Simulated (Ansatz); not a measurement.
NaI (Fm-3m): lattice vibrations

```
Na I
1.0
     0.00000    3.20025    3.20025
     3.20025    0.00000    3.20025
     3.20025    3.20025    0.00000
Na I
1 1
Cartesian
  0.0000 0.0000 0.0000
  3.2003 3.2003 3.2003
```

Unless marked otherwise, the numbers come from PBEsol, all-electron LAPW in Ansatz 0.2.0, scalar-relativistic. k mesh 6×6×6, fixed occupations, basis error target 1 meV/atom. The cell was relaxed by PAW under this functional.

Atoms are displaced by 0.01 Å in the smallest supercells that hold the wave vectors of a 2×2×2 mesh. Negative values stand for unstable modes. The zone centre has no LO-TO term.

Question: What are the phonon energies at the solved wave vectors, in meV?

Answer: 

| q | point | modes (meV) |
| --- | --- | --- |
| 0.000 0.000 0.000 | Gamma | 14.70 (×3) |
| 0.500 0.000 0.000 | L | 6.38 (×2), 9.41, 14.26 (×2), 21.40 |
| 0.500 0.500 0.000 | X | 4.51 (×2), 7.01, 15.19 (×2), 15.87 |

Question: Is the structure dynamically stable at these wave vectors?

Answer: Yes, no mode is unstable there; wave vectors off this mesh aren't tested.

Question: How do the optical zone-centre modes decompose, and which are active?

Answer: Point group m-3m: Γ_opt = T1u.

| label | meV | activity | mostly |
| --- | --- | --- | --- |
| T1u | 14.70 | IR | Na (85 %) |

Question: How well do frozen-core PAW files reproduce these all-electron values?

Answer: With a cutoff of 420 eV and displacements of 0.0025 Å, the r.m.s. difference over the modes is 0.0 cm⁻¹; the largest difference is 128.1 (PAW) against 128.0 cm⁻¹ (LAPW).

Question: The cell is scaled evenly to 64.240 and 66.862 Å³ (from 65.551), with free atoms relaxed and the shape held. What are the mode Grüneisen parameters γ = −d ln ω/d ln V?

Answer: For the highest mode, 176.7 cm⁻¹ in the small cell and 168.8 in the large one give γ ≈ 1.14. From the change of the dynamical matrix on each mode:

```
point   cm⁻¹      γ
Gamma  118.6   2.66
    L   51.4   2.48
    L   75.9   1.54
    L  115.0   2.32
    L  172.6   1.14
    X   36.4  -0.31
    X   56.5  -0.29
    X  122.5   2.69
    X  128.0   2.69
```

Weighted by the modes' heat capacities at 300 K, the mean on this mesh is 1.74; it moves with the q mesh, and a coarse one overweights the zone boundary. Rows under −0.05 (2 here) are modes that soften under compression and pull towards negative thermal expansion.

Question: Linear response on PAW files adds the field. What are the dielectric tensor, the Born charges and the LO shift?

Answer: ε∞ = (3.48, 3.48, 3.48) along x, y, z with local fields. Born charges (xx, yy, zz): Na1 (1.18, 1.18, 1.18); I2 (-1.18, -1.18, -1.18). The highest zone-centre mode lies at 118.6 cm⁻¹ without the macroscopic field and at 172.1 cm⁻¹ with it, for q along x. Lyddane-Sachs-Teller then gives ε₀ = ε∞ (ω_LO/ω_TO)² = 7.32. With the ions free to follow the field, the program's ε₀ is (7.32, 7.32, 7.32).

Known limits: the frozen-core PAW files of the compared runs were fitted under PBE, their cores solved anew for this functional; semilocal gaps are low, and ε∞ tends to come out large.
